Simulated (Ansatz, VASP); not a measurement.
# One calculation of SrO, two programs

Contents of INCAR:

```
SYSTEM = SrO
PREC = Accurate
ENCUT = 520
EDIFF = 1E-6
ISMEAR = -1
SIGMA = 0.02
LREAL = .False.
LASPH = .True.
NELM = 80
ALGO = Normal
ISIF = 2
LWAVE = .False.
LCHARG = .True.
GGA = PE
LELF = .True.
LVHAR = .True.
NBANDS = 15
```

File KPOINTS:

```
Automatic mesh
0
Gamma
  8 8 8
  0 0 0
```

Contents of POSCAR:

```
SrO
1.0
    0.0000000000      2.5198962204      2.6725920000
    2.5198962204      0.0000000000      2.6725920000
    2.5198962204      2.5198962204      0.0000000000
Sr O
1 1
Direct
    0.0000000000      0.0000000000      0.0000000000
    0.5000000000      0.5000000000      0.5000000000
```

Input for Ansatz:

```yaml
crystal:
  lattice:
    - [0.0, 2.5198962204, 2.672592]
    - [2.5198962204, 0.0, 2.672592]
    - [2.5198962204, 2.5198962204, 0.0]
  atoms:
    - { symbol: Sr, position: [0.0, 0.0, 0.0] }
    - { symbol: O, position: [0.5, 0.5, 0.5] }
kpoints:
  mp_grid: { grid: [8, 8, 8] }
scf:
  occupations: { method: fermi_dirac, width: 0.02 }
hamiltonian:
  xc: pbe
  pseudopotentials: { kind: all_electron, lapw: { basis_error: 0.00025 } }
output:
  forces: true
  stress: true
  eigenvalues: true
```

Change from the starting cell: z stretched by +4 % at fixed volume.

Alike in both runs: task single point; functional PBE; k mesh 8 × 8 × 8; occupations fermi-dirac, width 0.02 eV; no spin polarisation.

|  | VASP | Ansatz |
| --- | --- | --- |
| version | VASP 6.6.1 | Ansatz 0.2.0 |
| potentials or method | VASP PAW PBE potentials, release 64 (Sr_sv, O) | all-electron LAPW, scalar-relativistic |
| plane-wave cutoff (eV) | 520 | see its input |

|  | VASP | Ansatz | Ansatz less VASP |
| --- | --- | --- | --- |
| gap on the k mesh at the Fermi level (eV) | 3.15 | 3.20 | +0.050 |
| pressure (GPa) | 4.2 | 3.6 | -0.62 |
| largest component of the traceless stress (GPa) | 5.19 | 4.93 | -0.264 |

Ansatz ran all-electron here, so the differences hold the error of VASP's frozen core and of both bases.

A k mesh can miss the band edges.
